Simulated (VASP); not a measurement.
# Al in VASP: work function with PBEsol

Aim: the work function of Al with PBEsol.

Program: VASP 6.6.1. These are calculated values, not measurements. Logs are shortened: lines on timing, memory, paths and dates and some standing lists are left out, and cuts for length are marked.

## (1) The slab as given

The cell holds a slab with vacuum, 4 atoms: a = 2.827 Å, b = 2.827 Å, c = 25.770 Å, α = 90.00°, β = 90.00°, γ = 90.00°.

The cell was built by a generator and needn't be a form met in nature.

## (2) Work function, PBEsol

Contents of INCAR:

```
ALGO = Normal
DIPOL = 0.5 0.5 0.500
EDIFF = 1E-7
ENCUT = 520
GGA = PS
IDIPOL = 3
ISIF = 2
ISMEAR = 1
KPAR = 2
LASPH = T
LCHARG = T
LDIPOL = T
LREAL = F
LVACPOTAV = T
LVHAR = T
LWAVE = F
NELM = 100
PREC = Accurate
SIGMA = 0.1
```

Contents of KPOINTS:

```
k-points
0
Gamma
  12 12 1
```

Contents of POSCAR:

```
Al                                      
1.0
    2.8268432400      0.0000000000      0.0000000000
    0.0000000000      2.8268432400      0.0000000000
    0.0000000000      0.0000000000     25.7700700000
  Al            
     4
Direct
     0.0000000000000000    0.0000000000000000    0.3806346169616264
     0.5000000000000000    0.5000000000000000    0.4601729059310301
     0.0000000000000000    0.0000000000000000    0.5398270940689700
     0.5000000000000000    0.5000000000000000    0.6193653830383736
```

Potentials or basis: VASP PAW PBE potentials, release 64 (Al).

Launch:

```bash
$ cat potpaw_PBE.64/Al/POTCAR > POTCAR
$ mpirun -np 2 vasp_std > vasp.out
```

OUTCAR:

```text
EDIFF = 1E-7
   ENCUT = 520
   GGA = PS
   ISIF = 2
   ISMEAR = 1
   LASPH = T
   LREAL = F
   NELM = 100
   PREC = Accurate

 ion  position               nearest neighbor table
   1  0.000  0.000  0.381-   2 2.86   2 2.86   2 2.86   2 2.86
   2  0.500  0.500  0.460-   1 2.86   1 2.86   1 2.86   1 2.86   3 2.87   3 2.87   3 2.87   3 2.87

   3  0.000  0.000  0.540-   4 2.86   4 2.86   4 2.86   4 2.86   2 2.87   2 2.87   2 2.87   2 2.87

   4  0.500  0.500  0.619-   3 2.86   3 2.86   3 2.86   3 2.86

  LATTYP: Found a simple tetragonal cell.
 ALAT       =     2.8268432400
 C/A-ratio  =     9.1162005856

  Lattice vectors:

 A1 = (   2.8268432400,   0.0000000000,   0.0000000000)
 A2 = (   0.0000000000,   2.8268432400,   0.0000000000)
 A3 = (   0.0000000000,   0.0000000000,  25.7700700000)

Analysis of symmetry for initial positions (statically):
=====================================================================
 Subroutine PRICEL returns:
 Original cell was already a primitive cell.

 Routine SETGRP: Setting up the symmetry group for a
 simple tetragonal supercell.

 Subroutine GETGRP returns: Found 16 space group operations
 (whereof  8 operations were pure point group operations)
 out of a pool of 16 trial point group operations.

The static configuration has the point symmetry C_4v.
 The point group associated with its full space group is D_4h.

Analysis of symmetry for dynamics (positions and initial velocities):
=====================================================================
 Subroutine PRICEL returns:
 Original cell was already a primitive cell.

 Routine SETGRP: Setting up the symmetry group for a
 simple tetragonal supercell.

 Subroutine GETGRP returns: Found 16 space group operations
 (whereof  8 operations were pure point group operations)
 out of a pool of 16 trial point group operations.

The dynamic configuration has the point symmetry C_4v.
 The point group associated with its full space group is D_4h.

 Subroutine INISYM returns: Found 16 space group operations
 (whereof  8 operations are pure point group operations),
 and found     1 'primitive' translations

----------------------------------------------------------------------------------------

                                     Primitive cell

  volume of cell :     205.9297

  direct lattice vectors                    reciprocal lattice vectors
     2.826843240  0.000000000  0.000000000     0.353751487  0.000000000  0.000000000
     0.000000000  2.826843240  0.000000000     0.000000000  0.353751487  0.000000000
     0.000000000  0.000000000 25.770070000     0.000000000  0.000000000  0.038804706

  length of vectors
     2.826843240  2.826843240 25.770070000     0.353751487  0.353751487  0.038804706

  position of ions in fractional coordinates (direct lattice)
     0.000000000  0.000000000  0.380634617
     0.500000000  0.500000000  0.460172906
     0.000000000  0.000000000  0.539827094
     0.500000000  0.500000000  0.619365383

  ion indices of the primitive-cell ions
   primitive index   ion index
                 1           1
                 2           2
                 3           3
                 4           4

----------------------------------------------------------------------------------------

 KPOINTS: k-points

Automatic generation of k-mesh.
 Grid dimensions read from file:
 generate k-points for:   12   12    1

 Generating k-lattice:

  Cartesian coordinates                     Fractional coordinates (reciprocal lattice)
     0.029479291  0.000000000  0.000000000     0.083333333  0.000000000  0.000000000
     0.000000000  0.029479291  0.000000000     0.000000000  0.083333333  0.000000000
     0.000000000  0.000000000  0.038804706     0.000000000  0.000000000  1.000000000

  Length of vectors
     0.029479291  0.029479291  0.038804706

  Shift w.r.t. Gamma in fractional coordinates (k-lattice)
     0.000000000  0.000000000  0.000000000

 Subroutine IBZKPT returns following result:
 ===========================================

 Found     28 irreducible k-points:

 Following reciprocal coordinates:
            Coordinates               Weight
  0.000000  0.000000  0.000000      1.000000
  0.083333  0.000000  0.000000      4.000000
  0.166667  0.000000  0.000000      4.000000
  0.250000  0.000000  0.000000      4.000000
  0.333333  0.000000  0.000000      4.000000
  0.416667  0.000000  0.000000      4.000000
[... 16 lines left out ...]
  0.333333  0.333333  0.000000      4.000000
  0.416667  0.333333  0.000000      8.000000
 [... further k-points ...]
   k-points           NKPTS =     28   k-points in BZ     NKDIM =     28   number of bands    NBANDS=     10
   number of dos      NEDOS =    301   number of ions     NIONS =      4
   total plane-waves  NPLWV = 110592
   dimension x,y,z NGX =    24 NGY =   24 NGZ =  192
   dimension x,y,z NGXF=    48 NGYF=   48 NGZF=  384
   ions per type =               4
   NGX,Y,Z   is equivalent  to a cutoff of  14.11, 14.11, 12.39 a.u.
   NGXF,Y,Z  is equivalent  to a cutoff of  28.23, 28.23, 24.77 a.u.
 SYSTEM =  unknown system
   PREC   = accura    normal or accurate (medium, high low for compatibility)
   ISTART =      0    job   : 0-new  1-cont  2-samecut
   ICHARG =      2    charge: 1-file 2-atom 10-const
   ISPIN  =      1    spin polarized calculation?
   LNONCOLLINEAR =      F non collinear calculations
   LSORBIT =      F    spin-orbit coupling
   LASPH  =      T    aspherical Exc in radial PAW
   ENCUT  =  520.0 eV  38.22 Ry    6.18 a.u.   5.26  5.26 47.92*2*pi/ulx,y,z
   NELM   =    100;   NELMIN=  2; NELMDL= -5     # of ELM steps
   EDIFF  = 0.1E-06   stopping-criterion for ELM
   LREAL  =      F    real-space projection
   EDIFFG = 0.1E-05   stopping-criterion for IOM
   NSW    =      0    number of steps for IOM
   IBRION =     -1    ionic relax: 0-MD 1-quasi-New 2-CG
   NFREE  =      0    steps in history (QN), initial steepest desc. (CG)
   ISIF   =      2    stress and relaxation
   ISYM   =      2    0-nonsym 1-usesym 2-fastsym
   POTIM  = 0.5000    time-step for ionic-motion
   TEBEG  =    0.0;   TEEND  =   0.0 temperature during run
   PSTRESS=    0.0 pullay stress
   NELECT =      12.0000    total number of electrons
   NUPDOWN=      -1.0000    fix difference up-down
   EMIN   =  10.00;   EMAX   =-10.00  energy-range for DOS
   EFERMI =   0.00;   METHOD = LEGACY
   ISMEAR =     1;   SIGMA  =   0.10  broadening in eV -4-tet -1-fermi 0-gaus
   EFERMI_NEDOS =   21; number of points for ismear=-14 and -15
   IALGO  =     38    algorithm
   IMIX   =      4    mixing-type and parameters
     AMIX     =   0.40;   BMIX     =  1.00
     AMIX_MAG =   1.60;   BMIX_MAG =  1.00
  volume/ion in A,a.u.               =      51.48       347.42
  Fermi-wavevector in a.u.,A,eV,Ry     =   0.634691  1.199392  5.480868  0.402832
  Thomas-Fermi vector in A             =   1.698772
   LORBIT       =      0    0 simple, 1 ext, 2 COOP (PROOUT), +10 PAW based schemes
   GGA     = PS    functional components
   LHFCALC =     F    Hartree Fock is set to
   AEXX    =    0.0000 exact exchange contribution
   IVDW    =     0    specifies the selected vdW correction
   LEPSILON=     F    determine dielectric tensor
   LRPA    =     F    only Hartree local field effects (RPA)
 non-spin polarized calculation
 Methfessel and Paxton  Order N= 1 SIGMA  =   0.10
  energy-cutoff  :      520.00
  volume of cell :      205.93
 maximum number of plane-waves:      5599
 NGX is ok and might be reduce to    24
   NGX = 11   NGY = 11   NGZ = 95

 dipolmoment           0.000000      0.000000      0.000000 electrons x Angstroem

 number of electron      12.0000000 magnetization

 dipolmoment           0.000000      0.000000     -0.000000 electrons x Angstroem

 Free energy of the ion-electron system (eV)
  ---------------------------------------------------
  ext. energy  EPLUGINS =         0.00000000
  ---------------------------------------------------
  free energy    TOTEN  =       -15.27950250 eV

  energy without entropy =      -15.27836543  energy(sigma->0) =      -15.27912348

 E-fermi :  -0.3699     XC(G=0):  -4.0257

 val. band max:       -0.3744584039   @ k =   0.2500   0.2500   0.0000
 cond. band min:      -0.3217229437   @ k =   0.5000   0.4167   0.0000
 fundamental gap:      0.0527354602
 Fermi energy:        -0.3698697536

 k-point     1 :       0.0000    0.0000    0.0000
  band No.  band energies     occupation
      1     -11.0772      2.00000
      2      -9.7375      2.00000
      3      -7.6291      2.00000
      4      -4.8359      2.00000
      5      -2.5118      2.00000
      6       0.8948     -0.00000
      7       3.0535      0.00000
      8       3.9537      0.00000
      9       4.1504      0.00000
     10       5.2705      0.00000

 k-point     2 :       0.0833    0.0000    0.0000
  band No.  band energies     occupation
      1     -10.9490      2.00000
      2      -9.6103      2.00000
      3      -7.5032      2.00000
      4      -4.7106      2.00000
      5      -2.3924      2.00000
      6       1.0109     -0.00000
      7       3.1762      0.00000
      8       3.5234      0.00000
      9       4.0868      0.00000
     10       4.2750      0.00000

 k-point     3 :       0.1667    0.0000    0.0000
  band No.  band energies     occupation
      1     -10.5651      2.00000
      2      -9.2294      2.00000
      3      -7.1263      2.00000
      4      -4.3360      2.00000
      5      -2.0348      2.00000
      6       1.0332     -0.00000
      7       1.5341     -0.00000
      8       2.4003      0.00000
      9       3.5789      0.00000
     10       4.3947      0.00000
[... 248 lines left out ...]
 k-point    23 :       0.3333    0.3333    0.0000
  band No.  band energies     occupation
      1      -7.0347      2.00000
      2      -5.7264      2.00000
      3      -3.6622      2.00000
      4      -1.8091      2.00000
      5      -0.9694      2.00000
      6      -0.5770      2.01262
      7      -0.2582     -0.06677
      8       0.9152     -0.00000
      9       1.3767     -0.00000
     10       1.3891     -0.00000

 k-point    24 :       0.4167    0.3333    0.0000
  band No.  band energies     occupation
      1      -5.9234      2.00000
      2      -4.6256      2.00000
      3      -3.0682      2.00000
      4      -2.5767      2.00000
      5      -1.7999      2.00000
      6      -0.0533     -0.00007
      7       0.2100     -0.00000
      8       0.4192     -0.00000
      9       1.4654     -0.00000
     10       2.2469      0.00000

 [... further k-points ...]

------------------------ aborting loop because EDIFF is reached ----------------------------------------

  FORCE on cell =-STRESS in cart. coord.  units (eV):
  Direction    XX          YY          ZZ          XY          YZ          ZX
  --------------------------------------------------------------------------------------
  -------------------------------------------------------------------------------------
  Total       -1.9926595     -1.9926595      0.0356706      0.0000000      0.0000000      0.0000000
  in kB      -15.5033173    -15.5033173      0.2775250      0.0000000      0.0000000      0.0000000
  external PRESSURE =     -10.2430366 kB  Pullay stress =       0.0000000 kB

 VOLUME and BASIS-vectors are now :
 -----------------------------------------------------------------------------
  energy-cutoff  :      520.00
  volume of cell :      205.93
      direct lattice vectors                 reciprocal lattice vectors
     2.826843240  0.000000000  0.000000000     0.353751487  0.000000000  0.000000000
     0.000000000  2.826843240  0.000000000     0.000000000  0.353751487  0.000000000
     0.000000000  0.000000000 25.770070000     0.000000000  0.000000000  0.038804706

 POSITION                                       TOTAL-FORCE (eV/Angst)
 -----------------------------------------------------------------------------------
      0.00000      0.00000      9.80898         0.000000      0.000000     -0.006200
      1.41342      1.41342     11.85869         0.000000      0.000000     -0.000765
      0.00000      0.00000     13.91138         0.000000      0.000000      0.000765
      1.41342      1.41342     15.96109         0.000000      0.000000      0.006200
 -----------------------------------------------------------------------------------
    total drift:                               -0.000000      0.000000     -0.000000

  FREE ENERGIE OF THE ION-ELECTRON SYSTEM (eV)
  ---------------------------------------------------
  free  energy   TOTEN  =       -15.2795025027 eV

  energy  without entropy=      -15.2783654297  energy(sigma->0) =      -15.27912348

 vacuum level on the upper side and lower side of the slab         3.997         3.997
```

Run time: 33 s. Hardware: 2 MPI ranks of Intel Xeon 6975P-C (Granite Rapids), shared host; peak memory 0.31 GiB.

What came out:

```yaml
Free_energy: -15.2795 eV
Largest_force: 0.006 eV/Å
Band_gap_on_the_k_mesh: none (metal or under the smearing width)
Work_function_of_the_upper_face: 4.37 eV
Work_function_of_the_lower_face: 4.37 eV
```

Forces on the atoms (eV/Å):
```
Al   0.000  0.000 -0.006
Al   0.000  0.000 -0.001
Al   0.000  0.000  0.001
Al   0.000  0.000  0.006
```

Levels at points of the mesh, in eV from the Fermi level:
```
           k point  band 3  band 4  band 5  band 6  band 7  band 8  band 9  band 10
(0.00, 0.00, 0.00)   -7.26   -4.47   -2.14    1.26    3.42    4.32    4.52     5.64
(0.50, 0.00, 0.00)   -4.86   -4.86   -2.81   -2.81   -0.05   -0.05    2.26     2.26
(0.50, 0.50, 0.00)   -1.15   -1.15   -0.98   -0.98    0.40    0.40    0.82     0.82
```

Caveat: the PAW data sets were made with another functional, which shifts forces and pressure a little.
